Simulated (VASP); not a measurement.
# TiO2 in VASP: relaxation of the atoms with PBEsol

Aim: the relaxation of the atoms of TiO2 with PBEsol.

Program: VASP 6.6.1. These are calculated values, not measurements. Logs are shortened: lines on timing, memory, paths and dates and some standing lists are left out, and cuts for length are marked.

### 1 The structure

The cell holds a slab with vacuum, 12 atoms: a = 6.494 Å, b = 2.957 Å, c = 21.780 Å, α = 90.00°, β = 90.00°, γ = 90.00°.

### 2 Relaxation of the atoms, PBEsol

Input file INCAR:

```
PREC = Accurate ; ENCUT = 520
EDIFF = 1E-6 ; ISMEAR = 0
SIGMA = 0.05 ; LREAL = False
LASPH = True ; NELM = 100
ALGO = Normal ; ISIF = 2
LWAVE = False ; LCHARG = False
LDIPOL = True ; IDIPOL = 3
DIPOL = 0.5 0.5 0.500 ; GGA = PS
IBRION = 2 ; NSW = 100
EDIFFG = -0.015 ; KPAR = 8
```

Input file KPOINTS:

```
regular mesh
0
Gamma
  4 8 1
```

Input file POSCAR:

```
TiO2
1.0
    6.4943515210      0.0000000000      0.0000000000
    0.0000000000      2.9574000000      0.0000000000
    0.0000000000      0.0000000000     21.7804924020
O Ti
8 4
Direct
    0.0000000000      0.0000000000      0.3673011543
    0.5000000000      0.0000000000      0.5163875799
    0.6950400000      0.5000000000      0.4254567872
    0.0000000000      0.0000000000      0.4836124201
    0.3049600000      0.5000000000      0.4254567872
    0.1950400000      0.5000000000      0.5745432128
    0.5000000000      0.0000000000      0.6326988457
    0.8049600000      0.5000000000      0.5745432128
    0.5000000000      0.0000000000      0.4254567872
    1.0000000000      0.5000000000      0.4254567872
    0.0000000000      0.0000000000      0.5745432128
    0.5000000000      0.5000000000      0.5745432128
```

Potentials or basis: VASP PAW PBE potentials, release 64 (O, Ti_sv).

The run is started by

```console
> cat potpaw_PBE.64/O/POTCAR potpaw_PBE.64/Ti_sv/POTCAR > POTCAR
> mpirun -np 8 vasp_std > vasp.out
```

OUTCAR:

```text
PREC = Accurate
   ENCUT = 520
   EDIFF = 1E-6
   ISMEAR = 0
   LREAL = False
   LASPH = True
   NELM = 100
   ISIF = 2
   GGA = PS
   IBRION = 2
   NSW = 100
   EDIFFG = -0.015

 ion  position               nearest neighbor table
   1  0.000  0.000  0.367-  10 1.95  10 1.95
   2  0.500  0.000  0.516-  12 1.95  12 1.95   9 1.98
   3  0.695  0.500  0.425-   9 1.95   9 1.95  10 1.98
   4  0.000  0.000  0.484-  10 1.95  10 1.95  11 1.98
   5  0.305  0.500  0.425-   9 1.95   9 1.95  10 1.98
   6  0.195  0.500  0.575-  11 1.95  11 1.95  12 1.98
   7  0.500  0.000  0.633-  12 1.95  12 1.95
   8  0.805  0.500  0.575-  11 1.95  11 1.95  12 1.98
   9  0.500  0.000  0.425-   3 1.95   5 1.95   3 1.95   5 1.95   2 1.98
  10  0.000  0.500  0.425-   1 1.95   1 1.95   4 1.95   4 1.95   3 1.98   5 1.98
  11  0.000  0.000  0.575-   6 1.95   8 1.95   6 1.95   8 1.95   4 1.98
  12  0.500  0.500  0.575-   7 1.95   7 1.95   2 1.95   2 1.95   6 1.98   8 1.98

  LATTYP: Found a simple orthorhombic cell.
 ALAT       =     2.9574000000
 B/A-ratio  =     2.1959665656
 C/A-ratio  =     7.3647434916

  Lattice vectors:

 A1 = (   0.0000000000,  -2.9574000000,   0.0000000000)
 A2 = (   6.4943515210,   0.0000000000,   0.0000000000)
 A3 = (   0.0000000000,   0.0000000000,  21.7804924020)

Analysis of symmetry for initial positions (statically):
=====================================================================
 Subroutine PRICEL returns:
 Original cell was already a primitive cell.

 Routine SETGRP: Setting up the symmetry group for a
 simple orthorhombic supercell.

 Subroutine GETGRP returns: Found  8 space group operations
 (whereof  4 operations were pure point group operations)
 out of a pool of  8 trial point group operations.

The static configuration has the point symmetry C_2v.
 The point group associated with its full space group is D_2h.

Analysis of symmetry for dynamics (positions and initial velocities):
=====================================================================
 Subroutine PRICEL returns:
 Original cell was already a primitive cell.

 Routine SETGRP: Setting up the symmetry group for a
 simple orthorhombic supercell.

 Subroutine GETGRP returns: Found  8 space group operations
 (whereof  4 operations were pure point group operations)
 out of a pool of  8 trial point group operations.

The dynamic configuration has the point symmetry C_2v.
 The point group associated with its full space group is D_2h.

 Subroutine INISYM returns: Found  8 space group operations
 (whereof  4 operations are pure point group operations),
 and found     1 'primitive' translations

----------------------------------------------------------------------------------------

                                     Primitive cell

  volume of cell :     418.3247

  direct lattice vectors                    reciprocal lattice vectors
     6.494351521  0.000000000  0.000000000     0.153979962  0.000000000  0.000000000
     0.000000000  2.957400000  0.000000000     0.000000000  0.338134848  0.000000000
     0.000000000  0.000000000 21.780492402     0.000000000  0.000000000  0.045912644

  length of vectors
     6.494351521  2.957400000 21.780492402     0.153979962  0.338134848  0.045912644

  position of ions in fractional coordinates (direct lattice)
     0.000000000  0.000000000  0.367301154
     0.500000000  0.000000000  0.516387580
     0.695040000  0.500000000  0.425456787
     0.000000000  0.000000000  0.483612420
     0.304960000  0.500000000  0.425456787
     0.195040000  0.500000000  0.574543213
     0.500000000  0.000000000  0.632698846
     0.804960000  0.500000000  0.574543213
     0.500000000  0.000000000  0.425456787
     0.000000000  0.500000000  0.425456787
     0.000000000  0.000000000  0.574543213
[... 61 lines left out ...]
   number of dos      NEDOS =    301   number of ions     NIONS =     12
   total plane-waves  NPLWV = 186624
   dimension x,y,z NGX =    48 NGY =   24 NGZ =  162
   dimension x,y,z NGXF=    96 NGYF=   48 NGZF=  324
   ions per type =               8   4
   NGX,Y,Z   is equivalent  to a cutoff of  12.29, 13.49, 12.37 a.u.
   NGXF,Y,Z  is equivalent  to a cutoff of  24.57, 26.98, 24.73 a.u.
 SYSTEM =  unknown system
   PREC   = accura    normal or accurate (medium, high low for compatibility)
   ISTART =      0    job   : 0-new  1-cont  2-samecut
   ICHARG =      2    charge: 1-file 2-atom 10-const
   ISPIN  =      1    spin polarized calculation?
   LNONCOLLINEAR =      F non collinear calculations
   LSORBIT =      F    spin-orbit coupling
   LASPH  =      T    aspherical Exc in radial PAW
   ENCUT  =  520.0 eV  38.22 Ry    6.18 a.u.  12.08  5.50 40.50*2*pi/ulx,y,z
   NELM   =    100;   NELMIN=  2; NELMDL= -5     # of ELM steps
   EDIFF  = 0.1E-05   stopping-criterion for ELM
   LREAL  =      F    real-space projection
   EDIFFG = -.1E-01   stopping-criterion for IOM
   NSW    =    100    number of steps for IOM
   IBRION =      2    ionic relax: 0-MD 1-quasi-New 2-CG
   NFREE  =      1    steps in history (QN), initial steepest desc. (CG)
   ISIF   =      2    stress and relaxation
   ISYM   =      2    0-nonsym 1-usesym 2-fastsym
   POTIM  = 0.5000    time-step for ionic-motion
   TEBEG  =    0.0;   TEEND  =   0.0 temperature during run
   PSTRESS=    0.0 pullay stress
   NELECT =      96.0000    total number of electrons
   NUPDOWN=      -1.0000    fix difference up-down
   EMIN   =  10.00;   EMAX   =-10.00  energy-range for DOS
   EFERMI =   0.00;   METHOD = LEGACY
   ISMEAR =     0;   SIGMA  =   0.05  broadening in eV -4-tet -1-fermi 0-gaus
   EFERMI_NEDOS =   21; number of points for ismear=-14 and -15
   IALGO  =     38    algorithm
   IMIX   =      4    mixing-type and parameters
     AMIX     =   0.40;   BMIX     =  1.00
     AMIX_MAG =   1.60;   BMIX_MAG =  1.00
  volume/ion in A,a.u.               =      34.86       235.25
  Fermi-wavevector in a.u.,A,eV,Ry     =   1.002292  1.894056 13.668254  1.004588
  Thomas-Fermi vector in A             =   2.134769
   LORBIT       =      0    0 simple, 1 ext, 2 COOP (PROOUT), +10 PAW based schemes
   GGA     = PS    functional components
   LHFCALC =     F    Hartree Fock is set to
   AEXX    =    0.0000 exact exchange contribution
   IVDW    =     0    specifies the selected vdW correction
   LEPSILON=     F    determine dielectric tensor
   LRPA    =     F    only Hartree local field effects (RPA)
 conjugate gradient relaxation of ions
 non-spin polarized calculation
 Gauss-broadening in eV      SIGMA  =   0.05
  energy-cutoff  :      520.00
  volume of cell :      418.32
 maximum number of plane-waves:     11334
   NGX = 25   NGY = 11   NGZ = 81

--------------------------------------- Ionic step        1  -------------------------------------------

 number of electron      95.9999953 magnetization

 Free energy of the ion-electron system (eV)
  ---------------------------------------------------
  ext. energy  EPLUGINS =         0.00000000
  ---------------------------------------------------
  free energy    TOTEN  =      -108.81188255 eV

  energy without entropy =     -108.81188255  energy(sigma->0) =     -108.81188255

------------------------ aborting loop because EDIFF is reached ----------------------------------------

  FORCE on cell =-STRESS in cart. coord.  units (eV):
  Direction    XX          YY          ZZ          XY          YZ          ZX
  --------------------------------------------------------------------------------------
  -------------------------------------------------------------------------------------
  Total        2.1379831     -8.8272790     -8.7556663      0.0000000      0.0000000      0.0000000
  in kB        8.1884424    -33.8083426    -33.5340670      0.0000000      0.0000000      0.0000000
  external PRESSURE =     -19.7179891 kB  Pullay stress =       0.0000000 kB
[... 119 lines left out ...]
  FREE ENERGIE OF THE ION-ELECTRON SYSTEM (eV)
  ---------------------------------------------------
  free  energy   TOTEN  =      -110.5667856320 eV

  energy  without entropy=     -110.5667856320  energy(sigma->0) =     -110.56678563

[... ionic steps 4 to 24 ...]

--------------------------------------- Ionic step       25  -------------------------------------------

 number of electron      95.9999971 magnetization

 dipolmoment           0.000000      0.000000     -0.000000 electrons x Angstroem

------------------------ aborting loop because EDIFF is reached ----------------------------------------

  FORCE on cell =-STRESS in cart. coord.  units (eV):
  Direction    XX          YY          ZZ          XY          YZ          ZX
  --------------------------------------------------------------------------------------
  -------------------------------------------------------------------------------------
  Total       -4.6119312     -5.2655011     -0.3932192      0.0000000      0.0000000      0.0000000
  in kB      -17.6636254    -20.1667883     -1.5060236      0.0000000      0.0000000      0.0000000
  external PRESSURE =     -13.1121457 kB  Pullay stress =       0.0000000 kB
[... 79 lines left out ...]
--------------------------------------- Ionic step       27  -------------------------------------------

 number of electron      95.9999971 magnetization

 dipolmoment           0.000000      0.000000      0.000000 electrons x Angstroem

 Free energy of the ion-electron system (eV)
  ---------------------------------------------------
  ext. energy  EPLUGINS =         0.00000000
  ---------------------------------------------------
  free energy    TOTEN  =      -111.13648967 eV

  energy without entropy =     -111.13648967  energy(sigma->0) =     -111.13648967

 E-fermi :  -3.5775     XC(G=0):  -4.0407

 val. band max:       -3.8902241127   @ k =   0.0000   0.0000   0.0000
 cond. band min:      -1.5273033552   @ k =   0.0000   0.0000   0.0000
 fundamental gap:      2.3629207575
 Fermi energy:        -3.5775400547

 k-point     1 :       0.0000    0.0000    0.0000
  band No.  band energies     occupation
      1     -60.0965      2.00000
      2     -60.0961      2.00000
      3     -59.8957      2.00000
      4     -59.8955      2.00000
      5     -36.5879      2.00000
      6     -36.5837      2.00000
[... 889 lines left out ...]
     56      -0.2572      0.00000
     57       0.3651      0.00000

------------------------ aborting loop because EDIFF is reached ----------------------------------------

 vacuum level on the upper side and lower side of the slab       (xc-potential included)        -0.007        -0.007

  FORCE on cell =-STRESS in cart. coord.  units (eV):
  Direction    XX          YY          ZZ          XY          YZ          ZX
  --------------------------------------------------------------------------------------
  -------------------------------------------------------------------------------------
  Total       -4.6339355     -5.2319829     -0.3257927      0.0000000      0.0000000      0.0000000
  in kB      -17.7479018    -20.0384139     -1.2477808      0.0000000      0.0000000      0.0000000
  external PRESSURE =     -13.0113655 kB  Pullay stress =       0.0000000 kB
[... 27 lines left out ...]
  FREE ENERGIE OF THE ION-ELECTRON SYSTEM (eV)
  ---------------------------------------------------
  free  energy   TOTEN  =      -111.1364896731 eV

  energy  without entropy=     -111.1364896731  energy(sigma->0) =     -111.13648967

 reached required accuracy - stopping structural energy minimisation

 vacuum level on the upper side and lower side of the slab         3.606         3.606
```

It took 23 min on 8 MPI ranks of Intel Xeon Platinum 8488C (Sapphire Rapids), shared host; peak memory 0.66 GiB.

What came out:

| Quantity | Value |
| --- | --- |
| Free energy | -111.1365 eV |
| Energy gained by relaxing | 193.7 meV/atom |
| Ionic steps | 27 |
| Largest force after relaxing | 0.011 eV/Å |
| Band gap on the k mesh | 2.36 eV, direct |

Forces on the atoms (eV/Å):
```
O    0.000  0.000  0.006
O    0.000  0.000 -0.005
O    0.008  0.000  0.004
O    0.000  0.000  0.005
O   -0.008  0.000  0.004
O    0.008  0.000 -0.004
O    0.000  0.000 -0.006
O   -0.008  0.000 -0.004
Ti   0.000  0.000  0.003
Ti   0.000  0.000  0.011
Ti   0.000  0.000 -0.003
Ti   0.000  0.000 -0.011
```

The path:
| step | energy change (eV) | largest force (eV/Å) | pressure (GPa) |
| --- | --- | --- | --- |
| 1 | 0.0000 | 4.0471 | -1.97 |
| 2 | -1.2521 | 4.0420 | 2.70 |
| 3 | -1.7549 | 1.5243 | 0.33 |
| 4 | -2.0113 | 1.7674 | 0.96 |
| 5 | -2.0255 | 1.5437 | 0.82 |
| 6 | -2.0936 | 0.9976 | 0.01 |
| 7 | -2.1197 | 0.6186 | 0.25 |
| 8 | -2.2077 | 0.4470 | -0.06 |
| 9 | -2.2470 | 0.4568 | -0.42 |
| 10 | -2.2892 | 0.2673 | -0.70 |
| 11 | -2.2945 | 0.3459 | -0.82 |
| 12 | -2.3004 | 0.4311 | -1.51 |
| 13 | -2.3066 | 0.1675 | -1.23 |
| 14 | -2.3118 | 0.1268 | -1.36 |
| 15 | -2.3118 | 0.1442 | -1.38 |
| 16 | -2.3166 | 0.1246 | -1.32 |
| 17 | -2.3175 | 0.1748 | -1.29 |
| 18 | -2.3208 | 0.1424 | -1.30 |
| 19 | -2.3241 | 0.0715 | -1.32 |
| 20 | -2.3242 | 0.0556 | -1.33 |
| 21 | -2.3245 | 0.0209 | -1.33 |
| 22 | -2.3245 | 0.0380 | -1.33 |
| 23 | -2.3246 | 0.0222 | -1.32 |
| 24 | -2.3246 | 0.0199 | -1.32 |
| 25 | -2.3246 | 0.0193 | -1.31 |
| 26 | -2.3246 | 0.0167 | -1.31 |
| 27 | -2.3246 | 0.0109 | -1.30 |

Final structure:
```cif
data_structure
_symmetry_space_group_name_H-M 'P 1'
_symmetry_Int_Tables_number 1
_cell_length_a 6.4944
_cell_length_b 2.9574
_cell_length_c 21.7805
_cell_angle_alpha 90.000
_cell_angle_beta 90.000
_cell_angle_gamma 90.000
_cell_volume 418.32
loop_
_atom_site_label
_atom_site_type_symbol
_atom_site_fract_x
_atom_site_fract_y
_atom_site_fract_z
_atom_site_occupancy
O1 O 0.00000 0.00000 0.36313 1
O2 O 0.50000 0.00000 0.51924 1
O3 O 0.69034 0.50000 0.42054 1
O4 O 0.00000 0.00000 0.48076 1
O5 O 0.30966 0.50000 0.42054 1
O6 O 0.19034 0.50000 0.57946 1
O7 O 0.50000 0.00000 0.63687 1
O8 O 0.80966 0.50000 0.57946 1
Ti1 Ti 0.50000 0.00000 0.43795 1
Ti2 Ti 0.00000 0.50000 0.41142 1
Ti3 Ti 0.00000 0.00000 0.56205 1
Ti4 Ti 0.50000 0.50000 0.58858 1
```

Caveat: the PAW data sets were made with another functional, which shifts forces and pressure a little. A hybrid or GW would open this gap; PBEsol tends to underestimate it.
